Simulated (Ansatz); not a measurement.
## Cu (omega (AlB2-type)): energy against volume

These are results of DFT, RPBE, plane waves (420 eV) with PAW, scalar-relativistic in Ansatz, not measurements. The PAW files were generated under PBE, with cores re-solved for the functional.

The cell is scaled uniformly from the relaxed one, with fractional coordinates and shape fixed. Energies are extrapolated to zero smearing, pressures are those at the given smearing. Magnetic state: spin not included.

A Birch-Murnaghan fit gives V₀ = 12.63 Å³/atom, B₀ = 118 GPa, B₀′ = 5.1.

Problem. What are the energy above the minimum and the pressure at 11.620 Å³/atom?

Solution. 35.1 meV/atom and 12.15 GPa as computed.

Problem. What are the energy above the minimum and the pressure at 13.135 Å³/atom?

Solution. 6.9 meV/atom and -4.18 GPa as computed.

Problem. What are the energy above the minimum and the pressure at 14.146 Å³/atom?

Solution. 53.2 meV/atom and -9.99 GPa as computed.
